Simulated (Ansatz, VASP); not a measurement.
# One calculation of PbO, two programs

```
CELL_PARAMETERS angstrom
4.17336 0.00000 0.00000
-2.08668 3.61423 0.00000
0.00000 0.00000 5.16904
ATOMIC_POSITIONS crystal
Pb 0.33333 0.66667 0.25000
Pb 0.66667 0.33333 0.75000
O 0.66667 0.33333 0.25000
O 0.33333 0.66667 0.75000
```

Alike in both runs: task single point; functional r2SCAN; k mesh 6 × 6 × 4; no spin polarisation.

```csv
,VASP,Ansatz
version,VASP 6.6.1,Ansatz 0.2.0
potentials or method,"VASP PAW PBE potentials, release 64 (Pb_d, O)","plane waves, PAW"
plane-wave cutoff (eV),520,500
occupations,"gaussian, width 0.01 eV",fixed
valence electrons in the cell,40,40
```

```tsv
	VASP	Ansatz	Ansatz less VASP
gap on the k mesh at the Fermi level (eV)	1.49	1.49	-0.002
pressure (GPa)	5.9	5.6	-0.29
largest component of the traceless stress (GPa)	0.16	0.00	-0.159
```

Caveats: the PAW data sets were made with another functional, which shifts forces and pressure a little (VASP); spin-orbit coupling is left out, which as a rule narrows the gap of such compounds by several tenths of an eV. r2SCAN opens gaps a little over a GGA but as a rule still falls short of measured ones. A k mesh can miss the band edges.
